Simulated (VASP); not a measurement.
Set up this calculation in VASP 6.6.1, as the native input.

```
Task                   : single point
Functional             : PBE
Potentials or basis    : VASP PAW PBE potentials, release 64 (Mg, S)
Cutoff                 : 520 eV
k mesh                 : 6 × 6 × 6
Occupations            : gaussian, width 0.1 eV
Spin                   : no spin polarisation
Dipole correction      : no
Further INCAR settings : ALGO = Fast; EDIFF = 1e-06; NBANDS = 11
```

The structure of MgS lies in POSCAR:

```
MgS
1.0
    0.0000000000      2.8331200468      2.8331200468
    2.8331200468      0.0000000000      2.8331200468
    2.8331200468      2.8331200468      0.0000000000
Mg S
1 1
Direct
    0.0000000000      0.0000000000      0.0000000000
    0.7500000000      0.7500000000      0.7500000000
```

The cell comes from a database or a generator and needn't be the stable form of this composition.

The input as run:

INCAR

```
SYSTEM = MgS
ALGO = Fast
EDIFF = 1E-6
ENCUT = 520
GGA = PE
ISIF = 2
ISMEAR = 0
LASPH = .True.
LCHARG = .False.
LREAL = .False.
LWAVE = .False.
NBANDS = 11
NELM = 100
PREC = Accurate
SIGMA = 0.1
```

KPOINTS

```
k-points
0
Gamma
  6 6 6
  0 0 0
```

Potentials or basis: VASP PAW PBE potentials, release 64 (Mg, S).

Launch:

```console
$ cat potpaw_PBE.64/Mg/POTCAR potpaw_PBE.64/S/POTCAR > POTCAR
$ mpirun -np 1 vasp_std > vasp.out
```

It gave:

* Pressure: 0.8 GPa
* Band gap on the k mesh: 3.45 eV, direct

It took 13 s on 1 thread of Intel(R) Xeon(R) Platinum 8259CL CPU @ 2.50GHz (Skylake/Cascade Lake), with other jobs on the host, peak memory 0.15 GiB.
